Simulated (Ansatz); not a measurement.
# BeS: band gap under strain

How does strain move the band edges of BeS (zincblende), and do the functionals agree on it? States: +2.0 % biaxial strain in the (111) plane, free along [111]; +3.0 % biaxial strain in the (111) plane, free along [111]; +4.0 % biaxial strain in the (111) plane, free along [111].

The runs shown are made with Ansatz 0.2.0. PAW datasets, plane waves. No spin polarisation and no zero-point or thermal motion.

**1. The cell**

The unstrained cell was relaxed with r2SCAN; in each strained cell the atoms were relaxed again with r2SCAN. Names of k-points are those of the unstrained zone, where strain can split equivalent points. First state: +2.0 % biaxial strain in the (111) plane, free along [111].

Space group R3m (No. 160), trigonal; conventional cell a = 3.511 Å, c = 8.373 Å, 14.90 Å³ an atom. Be has 4 S at 2.11–2.14 Å; S has 4 Be at 2.11–2.14 Å.

Coordinates:

```cif
data_structure
_symmetry_space_group_name_H-M 'R3m:H'
_symmetry_Int_Tables_number 160
_cell_length_a 3.5115
_cell_length_b 3.5115
_cell_length_c 8.3732
_cell_angle_alpha 90.000
_cell_angle_beta 90.000
_cell_angle_gamma 120.000
_cell_volume 89.41
loop_
_atom_site_label
_atom_site_type_symbol
_atom_site_symmetry_multiplicity
_atom_site_Wyckoff_symbol
_atom_site_fract_x
_atom_site_fract_y
_atom_site_fract_z
_atom_site_occupancy
Be1 Be 3 a 0.33333 0.66667 0.66587 1
S1 S 3 a 0.33333 0.66667 0.91746 1
```

From earlier runs on the unstrained cell: PBE 3.14 eV, r2SCAN 3.59 eV, HSE06 4.09 eV, G0W0 4.45 eV (on its mesh); a = 4.869 Å.

**2. +2.0 % biaxial strain in the (111) plane, free along [111]: PBE**

Input file input.yaml:

```yaml
crystal:
  lattice:
    - [-0.0439116223, 2.4390807326, 2.4390807326]
    - [2.4390807326, -0.0439116223, 2.4390807326]
    - [2.4390807326, 2.4390807326, -0.0439116223]
  atoms:
    - { symbol: Be, position: [-0.0007921411, -0.0007921411, -0.0007921411] }
    - { symbol: S, position: [0.2507921411, 0.2507921411, 0.2507921411] }
kpoints:
  mp_grid: { grid: [10, 10, 10] }
  band_path:
    path:
      - [0.0, 0.0, 0.0]
      - [-0.5, -0.5, 0.0]
      - [-0.375, -0.375, 0.25]
      - [-0.375, 0.0, 0.375]
      - [0.0, 0.0, 0.5]
      - [-0.5, -0.25, 0.25]
      - [-0.0375, 0.0, 0.0375]
      - [0.0, 0.5, 0.5]
    npoints: 1
hamiltonian:
  xc: pbe
scf:
  occupations: { method: fermi_dirac, width: 0.02 }
  n_extra_bands: 4
output:
  forces: true
  stress: true
  eigenvalues: true
```

Run with:

```bash
$ ansatz run input.yaml --threads 2 --pin off --max-ram 29491MiB --backend cpu --events-out ev --progress --plain --runs-dir out
```

After this run come: +2.0 % biaxial strain in the (111) plane, free along [111]: r2SCAN; +2.0 % biaxial strain in the (111) plane, free along [111]: HSE06; +2.0 % biaxial strain in the (111) plane, free along [111]: r2SCAN; +2.0 % biaxial strain in the (111) plane, free along [111]: G0W0@PBE; +3.0 % biaxial strain in the (111) plane, free along [111]: PBE; +3.0 % biaxial strain in the (111) plane, free along [111]: r2SCAN; +3.0 % biaxial strain in the (111) plane, free along [111]: HSE06; +3.0 % biaxial strain in the (111) plane, free along [111]: r2SCAN; +3.0 % biaxial strain in the (111) plane, free along [111]: G0W0@PBE; +4.0 % biaxial strain in the (111) plane, free along [111]: PBE; +4.0 % biaxial strain in the (111) plane, free along [111]: r2SCAN; +4.0 % biaxial strain in the (111) plane, free along [111]: HSE06; +4.0 % biaxial strain in the (111) plane, free along [111]: r2SCAN; +4.0 % biaxial strain in the (111) plane, free along [111]: G0W0@PBE.

What does the calculation give?

The runs gave:

Least gap in eV (negative: overlap), with the change from the unstrained cell in brackets. G0W0 is on its own coarse mesh.

| state | volume change (%) | PBE | r2SCAN | HSE06 | G0W0 |
| --- | --- | --- | --- | --- | --- |
| +2.0 % biaxial strain in the (111) plane, free along [111] | +3.3 | 3.09 (-0.05) | 3.53 (-0.06) | 4.03 (-0.06) | 4.40 (-0.05) |
| +3.0 % biaxial strain in the (111) plane, free along [111] | +5.0 | 3.07 (-0.07) | 3.51 (-0.08) | 4.01 (-0.08) | 4.38 (-0.07) |
| +4.0 % biaxial strain in the (111) plane, free along [111] | +6.7 | 3.05 (-0.09) | 3.49 (-0.10) | 4.00 (-0.09) | 4.36 (-0.09) |

What this shows: With HSE06, of the states in the table +4.0 % biaxial strain in the (111) plane, free along [111] shifts the gap most, by -0.090 eV. PBE and HSE06 differ by 0.95 eV on the unstrained gap, and by at most 0.00 eV on its change: PBE follows the response to strain far better than the gap itself. No extrapolation in bands, cutoff or mesh was made for G0W0.
